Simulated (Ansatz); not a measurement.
GaSb in Ansatz: the effect of functional

The system is GaSb.

```xyz
2
Lattice="-2.7897 2.7897 1.6116 2.7897 -2.7897 1.6116 2.7897 2.7897 -1.6116" Properties=species:S:1:pos:R:3 pbc="T T T"
Sb    0.0000    0.0000    0.0000
Ga    0.0000    2.7897    0.8058
```

Measurements of this composition are mostly on another form, of space group No. 216.

The cell isn't the ideal one: volume scaled by 1.04.

Alike in all runs:

| Property | Result |
| --- | --- |
| Program | Ansatz 0.2.0 |
| Task | single point |
| Potentials or basis | Ansatz PAW |
| k mesh | 10 × 10 × 10 |
| Occupations | fermi-dirac, width 0.05 eV |
| Spin | no spin polarisation |

| functional | cutoff | pressure (GPa) |
| --- | --- | --- |
| LDA | 420 eV (not typed: the program's choice for these potentials) | -5.9 |
| PBEsol | 420 eV (not typed: the program's choice for these potentials) | ? |
| r2SCAN | 500 eV (not typed: the program's choice for these potentials) | -3.3 |

Problem. What does the run with functional PBEsol give?

Solution. Pressure -4.6 GPa.

Caveats: the PAW data sets come from PBE, with cores solved anew for the run's functional, which leaves a small shift of forces and pressure.
